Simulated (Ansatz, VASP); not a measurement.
Ag: VASP beside Ansatz

```
CELL_PARAMETERS angstrom
0.00000 1.96447 1.96447
1.96447 0.00000 1.96447
1.96447 1.96447 0.00000
ATOMIC_POSITIONS crystal
Ag 0.00000 0.00000 0.00000
```

Alike in both runs: task single point; functional PBEsol; k mesh 18 × 18 × 18; occupations gaussian, width 0.1 eV; no spin polarisation.

|  | VASP | Ansatz |
| --- | --- | --- |
| version | VASP 6.6.1 | Ansatz 0.2.0 |
| potentials or method | VASP PAW PBE potentials, release 64 (Ag) | scalar-relativistic, plane waves, PAW |
| plane-wave cutoff (eV) | 520 | 420 |
| valence electrons in the cell | 11 | 19 |

|  | VASP | Ansatz | Ansatz less VASP |
| --- | --- | --- | --- |
| gap on the k mesh at the Fermi level (eV) | none | none | - |
| pressure (GPa) | 14.4 | 14.7 | +0.39 |

A gap of «none» marks a metal or a gap that the smearing closes. The two sets of potentials don't hold the same shells in valence.

Caveats: the PAW data sets were made with another functional, which shifts forces and pressure a little (VASP).
